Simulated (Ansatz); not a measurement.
The cell comes from COD entry 9008875, which wasn't checked; take it as a given geometry. The listed cell was then made from it by scaling, straining or moving an atom.

SiC: DFT, PBEsol, PAW with Ansatz's default frozen-core files, scalar-relativistic (Ansatz 0.2.0). What sets it apart from a plain run of this crystal: volume scaled by 1.04.

Command: `ansatz run input.yaml --threads 1 --pin off --max-ram 6144MiB --backend cpu --events-out ev --progress --plain --runs-dir out` The run took 5 s on 1 thread of Intel(R) Xeon(R) 6975P-C (Granite Rapids), with other jobs on the host, peak memory 0.45 GiB.

```yaml
crystal:
  lattice:
    - [3.116476509, 0.0, 0.0]
    - [-1.5582382545, 2.6989478271, 0.0]
    - [0.0, 0.0, 5.1144286705]
  atoms:
    - { symbol: Si, position: [0.3333333333, 0.6666666667, 0.0] }
    - { symbol: Si, position: [0.6666666667, 0.3333333333, 0.5] }
    - { symbol: C, position: [0.3333333333, 0.6666666667, 0.385] }
    - { symbol: C, position: [0.6666666667, 0.3333333333, 0.885] }
kpoints:
  mp_grid: { grid: [15, 15, 8] }
scf:
  occupations: { method: fermi_dirac, width: 0.08 }
hamiltonian:
  xc: pbesol
  pseudopotentials: { kind: paw }
output:
  forces: true
  stress: true
  eigenvalues: true
  efg: { contact_densities: true }
  write_density: true
  write_potential: true
  elf: true
  volumetric_format: npy
```

Output (standing set-up lines are left out):

```
Crystal: 4 atoms, lattice volume = 43.019 Å³
Basis set: ecut = 420 eV, 833 PW (Γ), exchange–correlation on 48×48×72 points (8 copies of the dense FFT grid, shifted against one another)
SCF iter   1: F=—  HF=-1737.339597 eV  |F-HF|=—  |Δ(HF+E_count)|=         —  Δρ=8.61e-3  dr2=3.97e-2  ethr=1.77e-3  ⟨swp⟩=5.1  Hψ=10596  notcnv=0
preconditioner: auto → none  [insulator: Δε(μ)=2.117 eV  Ē_g=11.516 eV  σ=0.080 eV  W_gap=1.00  n_scr=2 (ndim 8)  ℏωp=22.6 eV  f_vac=0.000  D(μ)=0.00/eV (n_scr^D=0)  ε∞_Penn≈4.9]
SCF iter   2: F=—  HF=-1737.328874 eV  |F-HF|=—  |Δ(HF+E_count)|=   1.07e-2  Δρ=2.59e-3  dr2=2.48e-3  ethr=2.48e-4  ⟨swp⟩=2.6  Hψ=4052  notcnv=0
SCF iter   3: F=—  HF=-1737.328182 eV  |F-HF|=—  |Δ(HF+E_count)|=   6.92e-4  Δρ=7.68e-4  dr2=1.97e-4  ethr=1.55e-5  ⟨swp⟩=2.0  Hψ=2475  notcnv=0
SCF iter   4: F=—  HF=-1737.328171 eV  |F-HF|=—  |Δ(HF+E_count)|=   1.10e-5  Δρ=1.10e-4  dr2=2.65e-6  ethr=1.23e-6  ⟨swp⟩=2.0  Hψ=2698  notcnv=0
SCF iter   5: F=—  HF=-1737.328200 eV  |F-HF|=—  |Δ(HF+E_count)|=   2.88e-5  Δρ=1.06e-5  dr2=4.19e-8  ethr=1.66e-8  ⟨swp⟩=2.1  Hψ=2709  notcnv=0
SCF iter   6: F=-1737.328200 eV  HF=-1737.328200 eV  |F-HF|=5.23e-10  |Δ(HF+E_count)|=   9.22e-9  Δρ=3.09e-6  dr2=2.48e-9  ethr=2.62e-10  ⟨swp⟩=5.6  Hψ=9259  notcnv=0
SCF 1 converged in 6 iterations: F = -1737.328200 eV  dr2 = 2.48e-9
  greatest PAW one-centre occupation: 0.639 electrons in one spin orbital (limit 2), on the C atom at site 3 (counted from 0), in its partial waves of l = 0
SCF converged after 6 iterations
Free energy (F): -1737.328200 eV
Harris-Foulkes:  -1737.328200 eV  (|F-HF|=5.23e-10)
Internal energy: -1737.328200 eV  (E = F + TS)
E sigma→0 (E₀):  -1737.328200 eV
Entropy (-TS):   -0.000000 eV (-0.000 meV/atom)
Fermi energy:    10.362192 eV
--- Per-component energies (eV) ---
  E_band       = 50.053006
  E_kinetic    = 266.602282
  E_local      = -214.499071  (includes V_loc(G=0)·N_el)
  E_nonlocal   = 102.974507
  E_hartree    = 64.895523
  E_xc         = -207.916370
  E_vxc        = -216.600903  (∫ρ·V_xc dr)
  E_paw        = -1188.304198  (= ΣΔE_a)
  E_vpaw       = -18.214560  (= ΣTr[D̂ρ^β])
  E_aug_tail   = 0.000027  (compensation charges beyond the density's cutoff)
  E_ewald      = -561.186224
  E_core_change = 0.105322  (= ΣΔE_core)
  E_smearing   = -0.000000  (= −TS)
  E_closure    = -0.000000  (closes the sum)
  Σ components = -1737.328200   (vs F -1737.328200, Δ=0.00e0)
--- Forces (eV/Å), atoms counted from 1 ---
  atom   1  Si     0.00000000    -0.00000000     0.68724246
  atom   2  Si     0.00000000     0.00000000     0.68724246
  atom   3  C      0.00000000    -0.00000000    -0.68724467
  atom   4  C      0.00000000     0.00000000    -0.68724467
  max |Σ_I F_I| component: 4.42e-6 eV/Å
--- Stress (GPa, compression-positive) ---
       -6.719311       0.000000       0.000000
        0.000000      -6.719311       0.000000
        0.000000       0.000000     -10.077714
  P = ⅓ Tr σ = -7.8388 GPa (-78.388 kbar)
--- PAW observables at the nuclei: V_zz in 10²¹ V/m², potentials from the cell's mean, atoms counted from 1 ---
  atom   1  Si V_zz =    +1.599557   η = 0.0000   by run symmetry: allowed
            electrostatic potential = -1361.353816 V   contact ρ = 12758.004766 e/Å³
  atom   2  Si V_zz =    +1.599557   η = 0.0000   by run symmetry: allowed
            electrostatic potential = -1361.353816 V   contact ρ = 12758.004766 e/Å³
  atom   3  C  V_zz =    +0.216280   η = 0.0000   by run symmetry: allowed
            electrostatic potential = -417.638164 V   contact ρ = 859.873935 e/Å³
  atom   4  C  V_zz =    +0.216280   η = 0.0000   by run symmetry: allowed
            electrostatic potential = -417.638164 V   contact ρ = 859.873935 e/Å³
--- Band table (eV; the first three rows and the last of 135) ---
  k-point 0: bands = ["-6.2024", "-2.8128", "0.7050", "7.6884", "7.6884", "8.9526", "8.9526", "9.2287", "13.4524", "14.7755", "15.4414", "15.4414"]
  k-point 1: bands = ["-6.1284", "-3.1139", "1.1297", "7.7296", "7.7296", "8.7679", "8.8963", "8.8963", "13.5220", "15.1300", "15.4686", "15.4686"]
  k-point 2: bands = ["-5.9076", "-3.7531", "2.1357", "7.6607", "7.8501", "7.8501", "8.7406", "8.7406", "13.7292", "15.5708", "15.5708", "15.6283"]
  k-point 134: bands = ["-1.5251", "-1.5251", "1.3773", "1.3773", "3.5008", "3.5008", "7.4935", "7.4935", "13.7805", "13.7805", "15.0031", "15.0031"]
```
